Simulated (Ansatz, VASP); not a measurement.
## One calculation of MgB2, two programs

```
Mg B
1.0
     3.08500    0.00000    0.00000
    -1.54250    2.67169    0.00000
     0.00000    0.00000    3.52300
Mg B
1 2
Direct
  0.00000 0.00000 0.00000
  0.66667 0.33333 0.50000
  0.33333 0.66667 0.50000
```

Alike in both runs: task single point; functional LDA; k mesh 10 × 10 × 8; occupations fermi-dirac, width 0.05 eV; no spin polarisation.

|  | VASP | Ansatz |
| --- | --- | --- |
| version | VASP 6.6.1 | Ansatz 0.2.0 |
| potentials or method | VASP PAW LDA potentials, release 64 (Mg, B), cutoff 520 eV | all-electron LAPW, scalar-relativistic |

```tsv
	VASP	Ansatz	Ansatz less VASP
gap on the k mesh at the Fermi level (eV)	none	none	-
pressure (GPa)	-8.1	-7.5	+0.59
largest component of the traceless stress (GPa)	0.38	0.50	+0.117
```

A gap of «none» marks a metal or a gap that the smearing closes. Ansatz ran all-electron here, so the differences hold the error of VASP's frozen core and of both bases.
